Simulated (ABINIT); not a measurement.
Runs of ABINIT 10.8.3 (patched build) on PbF2 (Fluorocronite). Symmetry: Fm-3m, No. 225, cubic system. The conventional cell has a = 5.927 Å, b = 5.927 Å, c = 5.927 Å, α = 90.00°, β = 90.00°, γ = 90.00°. Pb (site symmetry m-3m) has 8 F at 2.57 Å as nearest neighbours. F (site symmetry -43m) is surrounded by 4 Pb at 2.57 Å. 

```tsv
task	level	potentials or basis	k mesh	cutoff (eV)	fine-grid cutoff	mesh quality	gap on the mesh (eV)	pressure (GPa)
single point	LDA	JTH PAW LDA v2.0	10 × 10 × 10	626	1224.51 eV	not flagged	(c)	-4.7
band structure	PBEsol	PseudoDojo NC SR PBEsol v0.4.1 standard	8 × 8 × 8	1143	-	not flagged	4.32	-1.0
band structure	SOGGA	JTH PAW PBE v2.0	8 × 8 × 8	626	1224.51 eV	not flagged	(b)	(a)
band structure	LDA	JTH PAW LDA v2.0	8 × 8 × 8	626	1224.51 eV	not flagged	4.25	-4.7
band structure	WC	JTH PAW PBE v2.0	8 × 8 × 8	626	1224.51 eV	not flagged	4.33	-1.2
single point	PBEsol	JTH PAW PBE v2.0	3 × 3 × 3	626	1224.51 eV	coarse	4.57	-1.2
single point	r2SCAN	JTH PAW PBE v2.0	3 × 3 × 3	762	1360.57 eV	coarse	5.14	-1.0
```

Alike in all rows: no spin polarisation; cell as given; smearing fermi-dirac 0.05 eV.

Fill in the values left out.

(a) -1.5; (b) 4.28; (c) 4.26.

Caveats: some runs use coarse meshes; spin-orbit coupling is left out, which as a rule narrows the gap of such compounds by several tenths of an eV; the PAW data sets were made with another functional, which shifts forces and pressure a little (some runs); an odd mesh through Γ misses points on the zone boundary, where band edges often lie (some runs).

A k mesh can miss the band edges, and the runs leave out spin-orbit coupling on Pb.

Runs at the PBE level aren't shown here.
